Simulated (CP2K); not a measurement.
Ga2O3:

```
Ga O
1.0
     3.09853    0.00000    0.00000
     1.54791    2.68419    0.00000
    -0.01917   -0.01108    7.68807
Ga O
2 3
Cartesian
  3.0925 1.7865 2.3862
  1.5348 0.8866 5.3019
  -0.0096 -0.0055 3.8440
  3.0890 1.7844 6.3323
  1.5383 0.8887 1.3558
```

The cell was built by a generator and needn't be a form met in nature.

Base run:

| Quantity | Value |
| --- | --- |
| Program | CP2K 2026.2 |
| Functional | PBEsol |
| Potentials or basis | POTENTIAL_UZH Ga GTH-PBE-q13, O GTH-PBE-q6; DZVP-MOLOPT-PBE-GTH basis |
| Density cutoff | 11565 eV |
| k mesh | 10 × 10 × 4 |
| Occupations | fermi-dirac, width 0.05 eV |
| Spin | no spin polarisation |

Its results: band gap on the k mesh 1.39 eV, direct; pressure -21.9 GPa; largest force 3.561 eV/Å.

Problem. The run is repeated on the same cell with these changes: functional from PBEsol to PBE. What comes out?

Solution. Band gap on the k mesh 1.45 eV, direct; pressure -17.7 GPa; largest force 3.413 eV/Å.

PBE binds less tightly than PBEsol, so the same cell stands under more pressure.

Caveats: the basis of atomic orbitals isn't converged, which shifts pressures, moduli and gaps; the potentials were made for another functional, which shifts forces and pressure (some runs); forces of over 1 eV/Å show positions far from the minimum, so gaps and moduli don't describe the material at rest (some runs).

Not every run made on this cell is shown here.
